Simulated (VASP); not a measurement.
# Pb (P6_3/mmc) in VASP: further runs

One crystal, Pb, is run at these levels: PBEsol; tasks: single point.

Everything below comes from runs of VASP 6.6.1. Logs are shortened: lines on timing, memory, paths and dates and some standing lists are left out, and cuts for length are marked.

### 1 Starting point

Symmetry: P6_3/mmc, No. 194, hexagonal system. Conventional cell: a = 3.480 Å, b = 3.480 Å, c = 5.590 Å, α = 90.00°, β = 90.00°, γ = 120.00°. Pb (site symmetry -6m2) has 12 Pb at 3.44 to 3.48 Å as nearest neighbours.

This isn't the form of Pb at room conditions, which is fcc.

### 2 Single point, PBEsol

INCAR reads:

```
PREC = Accurate
ENCUT = 450
EDIFF = 1E-6
ISMEAR = -1
SIGMA = 0.2
LREAL = Auto
LASPH = True
NELM = 100
ALGO = Normal
ISIF = 2
LWAVE = False
LCHARG = False
GGA = PS
ADDGRID = False
```

KPOINTS reads:

```
regular mesh
0
Gamma
  14 14 8
```

POSCAR reads:

```
Pb
1.0
    3.4800000000      0.0000000000      0.0000000000
   -1.7400000000      3.0137684052      0.0000000000
    0.0000000000      0.0000000000      5.5900000000
Pb
2
Direct
    0.6916670000      0.3496840000      0.7502860000
    0.3559200000      0.6835750000      0.2530120000
```

Potentials or basis: VASP PAW PBE potentials, release 64 (Pb_d).

Launch:

```sh
cat potpaw_PBE.64/Pb_d/POTCAR > POTCAR
mpirun -np 1 vasp_std > vasp.out
```

OUTCAR:

```text
PREC = Accurate
   ENCUT = 450
   EDIFF = 1E-6
   ISMEAR = -1
   LREAL = Auto
   LASPH = True
   NELM = 100
   ISIF = 2
   GGA = PS

 Found    788 irreducible k-points:

 Following reciprocal coordinates:
            Coordinates               Weight
  0.000000  0.000000  0.000000      1.000000
  0.071429  0.000000  0.000000      2.000000
  0.000000  0.071429  0.000000      2.000000
 -0.071429  0.071429  0.000000      2.000000
  0.142857  0.000000  0.000000      2.000000
  0.000000  0.142857  0.000000      2.000000
   k-points           NKPTS =    788   k-points in BZ     NKDIM =    788   number of bands    NBANDS=     18
   number of dos      NEDOS =    301   number of ions     NIONS =      2
   total plane-waves  NPLWV =  23040
   dimension x,y,z NGX =    24 NGY =   24 NGZ =   40
   dimension x,y,z NGXF=    48 NGYF=   48 NGZF=   80
   ions per type =               2
   NGX,Y,Z   is equivalent  to a cutoff of  11.47, 11.47, 11.90 a.u.
   NGXF,Y,Z  is equivalent  to a cutoff of  22.93, 22.93, 23.79 a.u.
 SYSTEM =  unknown system
   PREC   = accura    normal or accurate (medium, high low for compatibility)
   ISTART =      0    job   : 0-new  1-cont  2-samecut
   ICHARG =      2    charge: 1-file 2-atom 10-const
   ISPIN  =      1    spin polarized calculation?
   LNONCOLLINEAR =      F non collinear calculations
   LSORBIT =      F    spin-orbit coupling
   LASPH  =      T    aspherical Exc in radial PAW
   ENCUT  =  450.0 eV  33.07 Ry    5.75 a.u.   6.02  6.02  9.67*2*pi/ulx,y,z
   NELM   =    100;   NELMIN=  2; NELMDL= -5     # of ELM steps
   EDIFF  = 0.1E-05   stopping-criterion for ELM
   LREAL  =      T    real-space projection
   EDIFFG = 0.1E-04   stopping-criterion for IOM
   NSW    =      0    number of steps for IOM
   IBRION =     -1    ionic relax: 0-MD 1-quasi-New 2-CG
   NFREE  =      0    steps in history (QN), initial steepest desc. (CG)
   ISIF   =      2    stress and relaxation
   ISYM   =      2    0-nonsym 1-usesym 2-fastsym
   POTIM  = 0.5000    time-step for ionic-motion
   TEBEG  =    0.0;   TEEND  =   0.0 temperature during run
   PSTRESS=    0.0 pullay stress
   NELECT =      28.0000    total number of electrons
   NUPDOWN=      -1.0000    fix difference up-down
   EMIN   =  10.00;   EMAX   =-10.00  energy-range for DOS
   EFERMI =   0.00;   METHOD = LEGACY
   ISMEAR =    -1;   SIGMA  =   0.20  broadening in eV -4-tet -1-fermi 0-gaus
   EFERMI_NEDOS =   21; number of points for ismear=-14 and -15
   IALGO  =     38    algorithm
   IMIX   =      4    mixing-type and parameters
     AMIX     =   0.40;   BMIX     =  1.00
     AMIX_MAG =   1.60;   BMIX_MAG =  1.00
  volume/ion in A,a.u.               =      29.31       197.82
  Fermi-wavevector in a.u.,A,eV,Ry     =   1.279658  2.418203 22.279870  1.637524
  Thomas-Fermi vector in A             =   2.412131
   LORBIT       =      0    0 simple, 1 ext, 2 COOP (PROOUT), +10 PAW based schemes
   GGA     = PS    functional components
   LHFCALC =     F    Hartree Fock is set to
   AEXX    =    0.0000 exact exchange contribution
   IVDW    =     0    specifies the selected vdW correction
   LEPSILON=     F    determine dielectric tensor
   LRPA    =     F    only Hartree local field effects (RPA)
 non-spin polarized calculation
  energy-cutoff  :      450.00
  volume of cell :       58.63
 maximum number of plane-waves:      1292
   NGX = 13   NGY = 13   NGZ = 19

 number of electron      28.0000002 magnetization

 Free energy of the ion-electron system (eV)
  ---------------------------------------------------
  ext. energy  EPLUGINS =         0.00000000
  ---------------------------------------------------
  free energy    TOTEN  =        -8.03654012 eV

  energy without entropy =       -7.89635724  energy(sigma->0) =       -7.96644868

 E-fermi :   7.4478     XC(G=0): -10.5063

 val. band max:        7.4471992363   @ k =   0.0000   0.2857   0.2500
 cond. band min:       7.4486184981   @ k =   0.0000  -0.2857   0.2500
 fundamental gap:      0.0014192618
 Fermi energy:         7.4478433064

 k-point     1 :       0.0000    0.0000    0.0000
  band No.  band energies     occupation
      1      -9.5730      2.00000
      2      -9.5227      2.00000
      3      -9.5089      2.00000
      4      -9.5084      2.00000
      5      -9.4839      2.00000
      6      -9.4834      2.00000
[... 10 lines left out ...]
     17      14.9680      0.00000
     18      15.6171      0.00000

 k-point     2 :       0.0714    0.0000    0.0000
  band No.  band energies     occupation
      1      -9.5686      2.00000
      2      -9.5326      2.00000
      3      -9.4956      2.00000
      4      -9.4942      2.00000
      5      -9.4805      2.00000
      6      -9.4716      2.00000
[... 10 lines left out ...]
     17      15.1069      0.00000
     18      15.5098      0.00000

 k-point     3 :       0.0000    0.0714    0.0000
  band No.  band energies     occupation
      1      -9.5687      2.00000
      2      -9.5323      2.00000
      3      -9.4957      2.00000
      4      -9.4940      2.00000
      5      -9.4809      2.00000
      6      -9.4714      2.00000
[... 10 lines left out ...]
     17      15.1154      0.00000
     18      15.5105      0.00000

 k-point     4 :      -0.0714    0.0714    0.0000
  band No.  band energies     occupation
      1      -9.5691      2.00000
      2      -9.5319      2.00000
      3      -9.4960      2.00000
      4      -9.4935      2.00000
      5      -9.4815      2.00000
      6      -9.4712      2.00000
[... 10 lines left out ...]
     17      15.1311      0.00000
     18      15.5120      0.00000

 k-point     5 :       0.1429    0.0000    0.0000
  band No.  band energies     occupation
      1      -9.5787      2.00000
      2      -9.5264      2.00000
      3      -9.4849      2.00000
      4      -9.4673      2.00000
      5      -9.4601      2.00000
      6      -9.4595      2.00000
[... 10 lines left out ...]
     17      14.9794      0.00000
     18      15.1166      0.00000

 k-point     6 :       0.0000    0.1429    0.0000
  band No.  band energies     occupation
      1      -9.5789      2.00000
      2      -9.5263      2.00000
      3      -9.4847      2.00000
      4      -9.4667      2.00000
      5      -9.4606      2.00000
      6      -9.4596      2.00000
[... 10 lines left out ...]
     17      14.9827      0.00000
     18      15.1204      0.00000

 [... further k-points ...]

------------------------ aborting loop because EDIFF is reached ----------------------------------------

  FORCE on cell =-STRESS in cart. coord.  units (eV):
  Direction    XX          YY          ZZ          XY          YZ          ZX
  --------------------------------------------------------------------------------------
  -------------------------------------------------------------------------------------
  Total        0.2129212      0.2151116      0.8364955      0.0051180     -0.0006906     -0.0003430
  in kB        5.8187340      5.8785954     22.8598449      0.1398649     -0.0188720     -0.0093725
  external PRESSURE =      11.5190581 kB  Pullay stress =       0.0000000 kB

 VOLUME and BASIS-vectors are now :
 -----------------------------------------------------------------------------
  energy-cutoff  :      450.00
  volume of cell :       58.63
      direct lattice vectors                 reciprocal lattice vectors
     3.480000000  0.000000000  0.000000000     0.287356322  0.165905250  0.000000000
    -1.740000000  3.013768405  0.000000000     0.000000000  0.331810500  0.000000000
     0.000000000  0.000000000  5.590000000     0.000000000  0.000000000  0.178890877

 POSITION                                       TOTAL-FORCE (eV/Angst)
 -----------------------------------------------------------------------------------
      1.79855      1.05387      4.19410        -0.003059      0.000399      0.037573
      0.04918      2.06014      1.41434         0.003059     -0.000399     -0.037573
 -----------------------------------------------------------------------------------
    total drift:                               -0.000051      0.000037     -0.000070

  FREE ENERGIE OF THE ION-ELECTRON SYSTEM (eV)
  ---------------------------------------------------
  free  energy   TOTEN  =        -8.0365401228 eV

  energy  without entropy=       -7.8963572361  energy(sigma->0) =       -7.96644868
```

It took 3.2 min on 1 thread of Intel Xeon 6975P-C (Granite Rapids), shared host; peak memory 0.47 GiB.

The run converged, but some of its settings lie outside the range that counts as converged, so its numbers aren't taken as properties of the crystal.

What came out:

| Property | Result |
| --- | --- |
| Free energy | -8.0365 eV |
| Pressure | 1.2 GPa |
| Largest force | 0.038 eV/Å |
| Band gap on the k mesh | none (metal or under the smearing width) |

Caveat: the PAW data sets were made with another functional, which shifts forces and pressure a little.

### 3 Single point, PBEsol

Edit INCAR of step 2 so:

```diff
@@ -2,6 +2,6 @@
 ENCUT = 450
-EDIFF = 1E-6
+EDIFF = 0.01
 ISMEAR = -1
 SIGMA = 0.2
-LREAL = Auto
+LREAL = False
 LASPH = True
```

KPOINTS is that of step 2.

POSCAR reads:

```
Pb
1.0
    3.4800000000      0.0000000000      0.0000000000
   -1.7400000000      3.0137684052      0.0000000000
    0.0000000000      0.0000000000      5.5900000000
Pb
2
Direct
    0.6666666667      0.3333333333      0.7500000000
    0.3333333333      0.6666666667      0.2500000000
```

Potentials or basis: VASP PAW PBE potentials, release 64 (Pb_d).

Launch:

```sh
cat potpaw_PBE.64/Pb_d/POTCAR > POTCAR
mpirun -np 1 vasp_std > vasp.out
```

OUTCAR:

```text
PREC = Accurate
   ENCUT = 450
   EDIFF = 0.01
   ISMEAR = -1
   LREAL = False
   LASPH = True
   NELM = 100
   ISIF = 2
   GGA = PS

 Found    120 irreducible k-points:

 Following reciprocal coordinates:
            Coordinates               Weight
  0.000000  0.000000  0.000000      1.000000
  0.071429  0.000000  0.000000      6.000000
  0.142857  0.000000  0.000000      6.000000
  0.214286  0.000000  0.000000      6.000000
  0.285714  0.000000  0.000000      6.000000
  0.357143  0.000000  0.000000      6.000000
   k-points           NKPTS =    120   k-points in BZ     NKDIM =    120   number of bands    NBANDS=     18
   number of dos      NEDOS =    301   number of ions     NIONS =      2
   total plane-waves  NPLWV =  23040
   dimension x,y,z NGX =    24 NGY =   24 NGZ =   40
   dimension x,y,z NGXF=    48 NGYF=   48 NGZF=   80
   ions per type =               2
   NGX,Y,Z   is equivalent  to a cutoff of  11.47, 11.47, 11.90 a.u.
   NGXF,Y,Z  is equivalent  to a cutoff of  22.93, 22.93, 23.79 a.u.
 SYSTEM =  unknown system
   PREC   = accura    normal or accurate (medium, high low for compatibility)
   ISTART =      0    job   : 0-new  1-cont  2-samecut
   ICHARG =      2    charge: 1-file 2-atom 10-const
   ISPIN  =      1    spin polarized calculation?
   LNONCOLLINEAR =      F non collinear calculations
[... 53 lines left out ...]

 val. band max:        7.4487333679   @ k =   0.2857   0.0000   0.2500
 cond. band min:       7.4890567254   @ k =   0.4286   0.1429   0.2500
 fundamental gap:      0.0403233576
 Fermi energy:         7.4494773650

 k-point     1 :       0.0000    0.0000    0.0000
  band No.  band energies     occupation
      1      -9.5633      2.00000
      2      -9.5132      2.00000
      3      -9.4977      2.00000
      4      -9.4977      2.00000
      5      -9.4725      2.00000
      6      -9.4725      2.00000
[... 103 lines left out ...]
      5      -9.4030      2.00000
      6      -9.3584      2.00000
[... 10 lines left out ...]
     17      11.0712      0.00000
     18      13.6904      0.00000

 [... further k-points ...]

------------------------ aborting loop because EDIFF is reached ----------------------------------------

  FORCE on cell =-STRESS in cart. coord.  units (eV):
  Direction    XX          YY          ZZ          XY          YZ          ZX
  --------------------------------------------------------------------------------------
  -------------------------------------------------------------------------------------
  Total        0.7594129      0.7594129      1.2719029      0.0000000      0.0000000      0.0000000
  in kB       20.7533232     20.7533232     34.7587069      0.0000000      0.0000000      0.0000000
  external PRESSURE =      25.4217844 kB  Pullay stress =       0.0000000 kB

 VOLUME and BASIS-vectors are now :
 -----------------------------------------------------------------------------
  energy-cutoff  :      450.00
  volume of cell :       58.63
      direct lattice vectors                 reciprocal lattice vectors
     3.480000000  0.000000000  0.000000000     0.287356322  0.165905250  0.000000000
    -1.740000000  3.013768405  0.000000000     0.000000000  0.331810500  0.000000000
     0.000000000  0.000000000  5.590000000     0.000000000  0.000000000  0.178890877

 POSITION                                       TOTAL-FORCE (eV/Angst)
 -----------------------------------------------------------------------------------
      1.74000      1.00459      4.19250         0.000000      0.000000      0.000000
     -0.00000      2.00918      1.39750        -0.000000     -0.000000      0.000000
 -----------------------------------------------------------------------------------
    total drift:                               -0.000000      0.000000      0.000000

  FREE ENERGIE OF THE ION-ELECTRON SYSTEM (eV)
  ---------------------------------------------------
  free  energy   TOTEN  =        -8.0370792955 eV

  energy  without entropy=       -7.8968765806  energy(sigma->0) =       -7.96697794
```

OSZICAR:

```text
N       E                     dE             d eps       ncg     rms          rms(c)
DAV:   1     0.270118415597E+03    0.27012E+03   -0.13588E+04  4320   0.174E+03
DAV:   2     0.973216155126E+01   -0.26039E+03   -0.25707E+03  4324   0.420E+02
DAV:   3    -0.758175331149E+01   -0.17314E+02   -0.17109E+02  5362   0.139E+02
DAV:   4    -0.805637077585E+01   -0.47462E+00   -0.47307E+00  5140   0.269E+01
DAV:   5    -0.807480816789E+01   -0.18437E-01   -0.18436E-01  5298   0.462E+00    0.869E-01
DAV:   6    -0.804507714799E+01    0.29731E-01   -0.54357E-02  4784   0.357E+00    0.407E-01
DAV:   7    -0.803707929546E+01    0.79979E-02   -0.17873E-02  2430   0.218E+00
   1 F= -.80370793E+01 E0= -.79669779E+01  d E =-.140203E+00
```

stdout:

```text
POSCAR found type information on POSCAR Pb
 POSCAR found :  1 types and       2 ions
 scaLAPACK will be used
 -----------------------------------------------------------------------------
|                                                                             |
|                                                                             |
|     You enforced a specific xc type in the INCAR file but a different       |
|     I HOPE YOU KNOW WHAT YOU ARE DOING!                                     |
|                                                                             |
 -----------------------------------------------------------------------------

 LDA part: xc-table for (Slater+PW92), standard interpolation
 POSCAR, INCAR and KPOINTS ok, starting setup
 FFT: planning ... GRIDC
 FFT: planning ... GRID_SOFT
 FFT: planning ... GRID
 WAVECAR not read
 entering main loop
```

Run time: 13 s. Hardware: 1 thread of Intel Xeon 6975P-C (Granite Rapids), shared host; peak memory 0.21 GiB.

The run converged, but some of its settings lie outside the range that counts as converged, so its numbers aren't taken as properties of the crystal.

Results:

- Free energy: -8.0371 eV
- Pressure: 2.5 GPa
- Band gap on the k mesh: none (metal or under the smearing width)

Caveat: the PAW data sets were made with another functional, which shifts forces and pressure a little.

### 4 Single point, PBEsol

INCAR is that of step 3.

KPOINTS is that of step 3.

POSCAR reads:

```
Pb
1.0
    3.4800000000      0.0000000000      0.0000000000
   -1.7400000000      3.0137684052      0.0000000000
    0.0000000000      0.0000000000      5.5900000000
Pb
2
Direct
    0.6916670000      0.3496840000      0.7502860000
    0.3559200000      0.6835750000      0.2530120000
```

Launch:

```sh
cat potpaw_PBE.64/Pb_d/POTCAR > POTCAR
mpirun -np 1 vasp_std > vasp.out
```

Wall time 76 s (1 thread of Intel Xeon 6975P-C (Granite Rapids), shared host); peak memory 0.6 GiB.

The run converged, but some of its settings lie outside the range that counts as converged, so its numbers aren't taken as properties of the crystal.

What came out:

```yaml
Free_energy: -8.0368 eV
Pressure: 2.5 GPa
Largest_force: 0.033 eV/Å
Band_gap_on_the_k_mesh: none (metal or under the smearing width)
```

Caveat: the PAW data sets were made with another functional, which shifts forces and pressure a little.
